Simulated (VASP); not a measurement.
BeTe (strained zincblende): one r²SCAN single-point calculation in two programs

```
CELL_PARAMETERS angstrom
0.00000 2.88520 2.88520
2.88520 0.00000 2.88520
2.88520 2.88520 0.00000
ATOMIC_POSITIONS crystal
Be 0.00000 0.00000 0.00000
Te 0.25000 0.25000 0.25000
```

The two codes use different PAW datasets and cutoffs. VASP's cell holds 8 valence electrons and Ansatz's 18. Ansatz's stress includes a Pulay correction; VASP's doesn't.

Cutoffs: 520 eV in VASP, 500 eV in Ansatz. k meshes: 8×8×8 and 8×8×8.

```tsv
	VASP	Ansatz
gap between bands v and c	2.50 eV	2.51 eV
least direct gap	3.95 eV	3.94 eV
pressure	-3.0 GPa	-3.1 GPa
```

Band v is the last that the valence electrons fill when counted band by band, and c is the next. Levels in eV from the top of v, Ansatz:

```tsv
point	v−1	v	c	c+1
Γ	0.00	0.00	3.94	4.09
X	-2.47	-2.47	2.51	3.08
K	-3.61	-2.08	3.18	5.68
L	-1.05	-1.05	3.35	5.06
W	-3.44	-2.96	5.64	6.06
```

VASP:

| point | v−1 | v | c | c+1 |
| --- | --- | --- | --- | --- |
| Γ | 0.00 | 0.00 | 3.95 | 4.08 |
| X | -2.47 | -2.47 | 2.50 | 3.08 |
| K | -3.61 | -2.08 | 3.17 | 5.67 |
| L | -1.05 | -1.05 | 3.35 | 5.05 |
| W | -3.44 | -2.96 | 5.63 | 6.06 |
